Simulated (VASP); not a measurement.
Wanted: the native input for a VASP 6.6.1 run.

```
Task                   : relaxation of shape and atoms at fixed volume
Functional             : PBE
Dispersion             : D3(BJ)
Potentials or basis    : VASP PAW PBE potentials, release 64 (Zn)
Cutoff                 : 600 eV
k mesh                 : 18 × 18 × 8
Occupations            : methfessel-paxton, width 0.1 eV
Spin                   : no spin polarisation
Further INCAR settings : ALGO = Normal; EDIFF = 1e-07; IBRION = 2; EDIFFG = -0.01; NSW = 40; ISIF = 4
```

The structure of Zn lies in POSCAR:

```
Zn                                      
1.0
    2.6581695788     -0.0000000000      0.0000000000
   -1.3290847894      2.3020423828     -0.0000000000
    0.0000000000      0.0000000000      4.8566675650
  Zn            
     2
Direct
     0.3333333332999970    0.6666666667000030    0.2500000000000000
     0.6666666667000030    0.3333333332999970    0.7500000000000000
```

The cell isn't the ideal one: a relaxed cell with its volume scaled by 1.04.

The input as run:

INCAR

```
SYSTEM = Zn
ALGO     = Normal         ! electronic algorithm
EDIFF    = 1E-7           ! SCF threshold, eV
EDIFFG   = -0.01          ! ionic threshold
ENCUT    = 600            ! plane-wave cutoff, eV
GGA      = PE             ! functional
IBRION   = 2              ! ionic algorithm
ISIF     = 4              ! what is computed and relaxed
ISMEAR   = 1              ! smearing method
IVDW     = 12             ! dispersion correction
LASPH    = .TRUE.         ! aspherical terms in the spheres
LCHARG   = .FALSE.        ! write CHGCAR
LREAL    = .FALSE.        ! projectors in reciprocal space
LWAVE    = .FALSE.        ! write WAVECAR
NELM     = 80             ! most SCF steps
NSW      = 40             ! ionic steps
PREC     = Accurate       ! precision mode
SIGMA    = 0.1            ! smearing width, eV
```

KPOINTS

```
k-points
0
G
  18 18 8
  0 0 0
```

Potentials or basis: VASP PAW PBE potentials, release 64 (Zn).

Launch:

```console
$ cat potpaw_PBE.64/Zn/POTCAR > POTCAR
$ mpirun -np 1 vasp_std > vasp.out
```

Results of the run:

```yaml
Energy_gained_by_relaxing: 1.7 meV/atom
Ionic_steps: 4
Pressure_after_relaxing: -2.2 GPa
Band_gap_on_the_k_mesh: none (metal or under the smearing width)
Dispersion_energy_per_atom: -0.412 eV
```

Caveat: pairwise dispersion overbinds metals, which lowers pressure and volume.

Run time: 3.3 min on 1 thread of Intel(R) Xeon(R) Platinum 8488C (Sapphire Rapids), with other jobs on the host, peak memory 0.23 GiB.
